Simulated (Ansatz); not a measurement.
# ZrO₂: pressure against volume

ZrO₂, Fm-3m, a = 5.116 Å. This isn't the usual stable structure of the compound. Ansatz: PBE, PAW, 420 eV, Γ-centred 8×8×8 mesh on 3 atoms, Gaussian smearing 0.02 eV; no spin polarisation. Symmetry fixes shape and atoms, so the cell is only scaled; pressure is positive in compression.

```tsv
V (Å³/atom)	P (GPa)
9.818	39.52
10.153	27.19
10.488	16.67
10.823	7.69
11.157	0.01
11.492	?
11.827	-12.17
12.273	-18.40
```

Task: Take V0 = 11.157 Å³/atom, count pressures from its P0 = 0.01 GPa, fit the third-order Birch–Murnaghan form to the other rows, and predict the missing pressure.

Result: With the Eulerian strain f = ½[(V0/V)^(2/3) − 1] and y = (P − P0)/[3f(1 + 2f)^(5/2)], the form is the line y = B0 + 1.5 B0 (B0′ − 4) f. Rows (f, y): 0.04449, 239.2; 0.03244, 238.7; 0.02104, 238.1; 0.01023, 237.9; -0.01907, 234.6; -0.03079, 233.6. Means f = 0.009723, y = 237.02; Σ(Δf)² = 0.004323, ΣΔfΔy = 0.3349; the slope is their ratio. y = 236.3 + 77.45 f GPa, so B0 = 236.3 GPa and B0′ = 4 + 2 × (77.45)/(3 × 236.3) = 4.22. At V = 11.492, f = -0.00976, y = 235.54 and P = -6.56 GPa. The run gave -6.56 GPa, the same to the digits shown.